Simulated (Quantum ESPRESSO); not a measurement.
Here is a Quantum ESPRESSO 7.5 calculation.

Contents of pw.in:

```
&CONTROL
  calculation = 'scf'
  prefix = 'pwscf'
  outdir = './tmp'
  pseudo_dir = './pseudo'
  tprnfor = .true.
  tstress = .true.
  disk_io = 'low'
/
&SYSTEM
  ibrav = 0
  nat = 3
  ntyp = 2
  ecutwfc = 50
  ecutrho = 300
  nbnd = 22
  occupations = 'smearing'
  smearing = 'fd'
  degauss = 0.00367493
  nspin = 2
  starting_magnetization(1) = 0.0833
  starting_magnetization(2) = 0
/
&ELECTRONS
  conv_thr = 6d-10
  electron_maxstep = 120
  mixing_beta = 0.3
/
ATOMIC_SPECIES
Ce   140.1160 Ce.GGA_PBE-JTH.UPF
O     15.9990 O.GGA_PBE-JTH.UPF
CELL_PARAMETERS angstrom
   0.0000000000    2.7036500000    2.7036500000
   2.7036500000    0.0000000000    2.7036500000
   2.7036500000    2.7036500000    0.0000000000
ATOMIC_POSITIONS crystal
Ce     0.0000000000    0.0000000000    0.0000000000
O      0.7500000000    0.7500000000    0.7500000000
O      0.2500000000    0.2500000000    0.2500000000
K_POINTS automatic
7 7 7 0 0 0
```

File nscf.in:

```
&CONTROL
  calculation = 'nscf'
  prefix = 'pwscf'
  outdir = './tmp'
  pseudo_dir = './pseudo'
  disk_io = 'low'
/
&SYSTEM
  ibrav = 0
  nat = 3
  ntyp = 2
  ecutwfc = 50
  ecutrho = 300
  nbnd = 38
  occupations = 'smearing'
  smearing = 'fd'
  degauss = 0.00367493
  nspin = 2
  starting_magnetization(1) = 0.0833
  starting_magnetization(2) = 0
  nosym = .true.
  noinv = .true.
/
&ELECTRONS
  conv_thr = 1d-09
  electron_maxstep = 120
  mixing_beta = 0.3
  diago_full_acc = .true.
/
ATOMIC_SPECIES
Ce   140.1160 Ce.GGA_PBE-JTH.UPF
O     15.9990 O.GGA_PBE-JTH.UPF
CELL_PARAMETERS angstrom
   0.0000000000    2.7036500000    2.7036500000
   2.7036500000    0.0000000000    2.7036500000
   2.7036500000    2.7036500000    0.0000000000
ATOMIC_POSITIONS crystal
Ce     0.0000000000    0.0000000000    0.0000000000
O      0.7500000000    0.7500000000    0.7500000000
O      0.2500000000    0.2500000000    0.2500000000
K_POINTS crystal
125
  0.00000000   0.00000000   0.00000000 8.00000000e-03
  0.00000000   0.00000000   0.20000000 8.00000000e-03
  0.00000000   0.00000000   0.40000000 8.00000000e-03
  0.00000000   0.00000000   0.60000000 8.00000000e-03
  0.00000000   0.00000000   0.80000000 8.00000000e-03
  0.00000000   0.20000000   0.00000000 8.00000000e-03
[... 117 lines left out ...]
  0.80000000   0.80000000   0.60000000 8.00000000e-03
  0.80000000   0.80000000   0.80000000 8.00000000e-03
```

File pw2wan_up.in:

```
&INPUTPP
  prefix = 'pwscf'
  outdir = './tmp'
  seedname = 'w_up'
  write_mmn = .true.
  write_amn = .true.
  spin_component = 'up'
  scdm_proj = .true.
  scdm_entanglement = 'erfc'
  scdm_mu = 15.85
  scdm_sigma = 2
/
```

The input pw2wan_dn.in:

```
&INPUTPP
  prefix = 'pwscf'
  outdir = './tmp'
  seedname = 'w_dn'
  write_mmn = .true.
  write_amn = .true.
  spin_component = 'down'
  scdm_proj = .true.
  scdm_entanglement = 'erfc'
  scdm_mu = 15.85
  scdm_sigma = 2
/
```

bands.in

```
&CONTROL
  calculation = 'bands'
  prefix = 'pwscf'
  outdir = './tmp'
  pseudo_dir = './pseudo'
  disk_io = 'low'
/
&SYSTEM
  ibrav = 0
  nat = 3
  ntyp = 2
  ecutwfc = 50
  ecutrho = 300
  nbnd = 38
  occupations = 'smearing'
  smearing = 'fd'
  degauss = 0.00367493
  nspin = 2
  starting_magnetization(1) = 0.0833
  starting_magnetization(2) = 0
/
&ELECTRONS
  conv_thr = 1d-08
  electron_maxstep = 120
  mixing_beta = 0.3
  diago_full_acc = .true.
/
ATOMIC_SPECIES
Ce   140.1160 Ce.GGA_PBE-JTH.UPF
O     15.9990 O.GGA_PBE-JTH.UPF
CELL_PARAMETERS angstrom
   0.0000000000    2.7036500000    2.7036500000
   2.7036500000    0.0000000000    2.7036500000
   2.7036500000    2.7036500000    0.0000000000
ATOMIC_POSITIONS crystal
Ce     0.0000000000    0.0000000000    0.0000000000
O      0.7500000000    0.7500000000    0.7500000000
O      0.2500000000    0.2500000000    0.2500000000
K_POINTS crystal
77
  0.00000000   0.00000000   0.00000000 1
  0.04166700   0.00000000   0.04166700 1
  0.08333300   0.00000000   0.08333300 1
  0.12500000   0.00000000   0.12500000 1
  0.16666700   0.00000000   0.16666700 1
  0.20833300   0.00000000   0.20833300 1
  0.25000000   0.00000000   0.25000000 1
  0.29166700   0.00000000   0.29166700 1
  0.33333300   0.00000000   0.33333300 1
  0.37500000   0.00000000   0.37500000 1
  0.41666700   0.00000000   0.41666700 1
  0.45833300   0.00000000   0.45833300 1
  0.50000000   0.00000000   0.50000000 1
  0.50000000   0.04166700   0.54166700 1
  0.50000000   0.08333300   0.58333300 1
  0.50000000   0.12500000   0.62500000 1
  0.50000000   0.16666700   0.66666700 1
  0.50000000   0.20833300   0.70833300 1
  0.50000000   0.25000000   0.75000000 1
  0.46875000   0.28125000   0.75000000 1
  0.43750000   0.31250000   0.75000000 1
  0.40625000   0.34375000   0.75000000 1
  0.37500000   0.37500000   0.75000000 1
  0.34615400   0.34615400   0.69230800 1
  0.31730800   0.31730800   0.63461500 1
  0.28846200   0.28846200   0.57692300 1
  0.25961500   0.25961500   0.51923100 1
  0.23076900   0.23076900   0.46153800 1
  0.20192300   0.20192300   0.40384600 1
  0.17307700   0.17307700   0.34615400 1
  0.14423100   0.14423100   0.28846200 1
  0.11538500   0.11538500   0.23076900 1
  0.08653800   0.08653800   0.17307700 1
  0.05769200   0.05769200   0.11538500 1
  0.02884600   0.02884600   0.05769200 1
  0.00000000   0.00000000   0.00000000 1
  0.05000000   0.05000000   0.05000000 1
  0.10000000   0.10000000   0.10000000 1
  0.15000000   0.15000000   0.15000000 1
  0.20000000   0.20000000   0.20000000 1
  0.25000000   0.25000000   0.25000000 1
  0.30000000   0.30000000   0.30000000 1
  0.35000000   0.35000000   0.35000000 1
  0.40000000   0.40000000   0.40000000 1
  0.45000000   0.45000000   0.45000000 1
  0.50000000   0.50000000   0.50000000 1
  0.51785700   0.46428600   0.51785700 1
  0.53571400   0.42857100   0.53571400 1
  0.55357100   0.39285700   0.55357100 1
  0.57142900   0.35714300   0.57142900 1
  0.58928600   0.32142900   0.58928600 1
  0.60714300   0.28571400   0.60714300 1
  0.62500000   0.25000000   0.62500000 1
  0.59375000   0.25000000   0.65625000 1
  0.56250000   0.25000000   0.68750000 1
  0.53125000   0.25000000   0.71875000 1
  0.50000000   0.25000000   0.75000000 1
  0.50000000   0.28125000   0.71875000 1
  0.50000000   0.31250000   0.68750000 1
  0.50000000   0.34375000   0.65625000 1
  0.50000000   0.37500000   0.62500000 1
  0.50000000   0.40625000   0.59375000 1
  0.50000000   0.43750000   0.56250000 1
  0.50000000   0.46875000   0.53125000 1
  0.50000000   0.50000000   0.50000000 1
  0.48214300   0.48214300   0.53571400 1
  0.46428600   0.46428600   0.57142900 1
  0.44642900   0.44642900   0.60714300 1
  0.42857100   0.42857100   0.64285700 1
  0.41071400   0.41071400   0.67857100 1
  0.39285700   0.39285700   0.71428600 1
  0.37500000   0.37500000   0.75000000 1
  0.62500000   0.25000000   0.62500000 1
  0.59375000   0.18750000   0.59375000 1
  0.56250000   0.12500000   0.56250000 1
  0.53125000   0.06250000   0.53125000 1
  0.50000000   0.00000000   0.50000000 1
```

The input w_up.win:

```
num_wann = 24
num_bands = 37
auto_projections = true
dis_num_iter = 0
num_iter = 0
conv_tol = 1.0d-9
conv_window = 4
num_print_cycles = 40
fermi_energy = 11.8603
bands_plot = true
write_hr = true
mp_grid = 5 5 5
exclude_bands = 1
spin = up
begin unit_cell_cart
ang
  0.0000000000   2.7036500000   2.7036500000
  2.7036500000   0.0000000000   2.7036500000
  2.7036500000   2.7036500000   0.0000000000
end unit_cell_cart
begin atoms_frac
Ce   0.0000000000   0.0000000000   0.0000000000
O    0.7500000000   0.7500000000   0.7500000000
O    0.2500000000   0.2500000000   0.2500000000
end atoms_frac
begin kpoint_path
G   0.0000000000   0.0000000000   0.0000000000  X   0.5000000000   0.0000000000   0.5000000000
X   0.5000000000   0.0000000000   0.5000000000  W   0.5000000000   0.2500000000   0.7500000000
W   0.5000000000   0.2500000000   0.7500000000  K   0.3750000000   0.3750000000   0.7500000000
K   0.3750000000   0.3750000000   0.7500000000  G   0.0000000000   0.0000000000   0.0000000000
G   0.0000000000   0.0000000000   0.0000000000  L   0.5000000000   0.5000000000   0.5000000000
L   0.5000000000   0.5000000000   0.5000000000  U   0.6250000000   0.2500000000   0.6250000000
U   0.6250000000   0.2500000000   0.6250000000  W   0.5000000000   0.2500000000   0.7500000000
W   0.5000000000   0.2500000000   0.7500000000  L   0.5000000000   0.5000000000   0.5000000000
L   0.5000000000   0.5000000000   0.5000000000  K   0.3750000000   0.3750000000   0.7500000000
U   0.6250000000   0.2500000000   0.6250000000  X   0.5000000000   0.0000000000   0.5000000000
end kpoint_path
bands_num_points = 12
begin kpoints
  0.00000000   0.00000000   0.00000000
  0.00000000   0.00000000   0.20000000
  0.00000000   0.00000000   0.40000000
  0.00000000   0.00000000   0.60000000
  0.00000000   0.00000000   0.80000000
  0.00000000   0.20000000   0.00000000
[... 117 lines left out ...]
  0.80000000   0.80000000   0.60000000
  0.80000000   0.80000000   0.80000000
end kpoints
```

The input w_dn.win:

```
num_wann = 24
num_bands = 37
auto_projections = true
dis_num_iter = 0
num_iter = 0
conv_tol = 1.0d-9
conv_window = 4
num_print_cycles = 40
fermi_energy = 11.8603
bands_plot = true
write_hr = true
mp_grid = 5 5 5
exclude_bands = 1
spin = down
begin unit_cell_cart
ang
  0.0000000000   2.7036500000   2.7036500000
  2.7036500000   0.0000000000   2.7036500000
  2.7036500000   2.7036500000   0.0000000000
end unit_cell_cart
begin atoms_frac
Ce   0.0000000000   0.0000000000   0.0000000000
O    0.7500000000   0.7500000000   0.7500000000
O    0.2500000000   0.2500000000   0.2500000000
end atoms_frac
begin kpoint_path
G   0.0000000000   0.0000000000   0.0000000000  X   0.5000000000   0.0000000000   0.5000000000
X   0.5000000000   0.0000000000   0.5000000000  W   0.5000000000   0.2500000000   0.7500000000
W   0.5000000000   0.2500000000   0.7500000000  K   0.3750000000   0.3750000000   0.7500000000
K   0.3750000000   0.3750000000   0.7500000000  G   0.0000000000   0.0000000000   0.0000000000
G   0.0000000000   0.0000000000   0.0000000000  L   0.5000000000   0.5000000000   0.5000000000
L   0.5000000000   0.5000000000   0.5000000000  U   0.6250000000   0.2500000000   0.6250000000
U   0.6250000000   0.2500000000   0.6250000000  W   0.5000000000   0.2500000000   0.7500000000
W   0.5000000000   0.2500000000   0.7500000000  L   0.5000000000   0.5000000000   0.5000000000
L   0.5000000000   0.5000000000   0.5000000000  K   0.3750000000   0.3750000000   0.7500000000
U   0.6250000000   0.2500000000   0.6250000000  X   0.5000000000   0.0000000000   0.5000000000
end kpoint_path
bands_num_points = 12
begin kpoints
  0.00000000   0.00000000   0.00000000
  0.00000000   0.00000000   0.20000000
  0.00000000   0.00000000   0.40000000
  0.00000000   0.00000000   0.60000000
  0.00000000   0.00000000   0.80000000
  0.00000000   0.20000000   0.00000000
[... 117 lines left out ...]
  0.80000000   0.80000000   0.60000000
  0.80000000   0.80000000   0.80000000
end kpoints
```

Potentials or basis: JTH 2.0 PBE.

The run is started by

```console
$ OMP_NUM_THREADS=1 pw.x -in pw.in > pw.out
$ OMP_NUM_THREADS=1 pw.x -in nscf.in > nscf.out
$ wannier90.x -pp w_up
$ OMP_NUM_THREADS=1 pw2wannier90.x -in pw2wan_up.in > pw2wan_up.out
$ wannier90.x w_up
$ wannier90.x -pp w_dn
$ OMP_NUM_THREADS=1 pw2wannier90.x -in pw2wan_dn.in > pw2wan_dn.out
$ wannier90.x w_dn
$ OMP_NUM_THREADS=1 pw.x -in bands.in > bands.out
```

Q: Estimate the total Wannier spread.

A: 81.61 Å² over 48 functions.

Q: Predict the RMS miss of the Wannier bands.

A: 0.013 eV.

Q: Estimate the absolute moment.

A: 0.00 μB per cell.

Q: What does it give for the net moment?

A: 0.00 μB per cell.

Q: Predict the pressure.

A: 8.7 GPa.

Parts of the spread (Å²): spin up: invariant 16.16, diagonal 0.156, off-diagonal 24.49, total 40.81; spin down: invariant 16.16, diagonal 0.156, off-diagonal 24.49, total 40.81. Against the direct bands the interpolation misses by 13 meV (root mean square) and 70 meV at most, for states up to 1 eV over the reference level.

Caveat: the magnetic or orbital state may not be the lowest. The state reached can hang on the start; a lower one may exist.
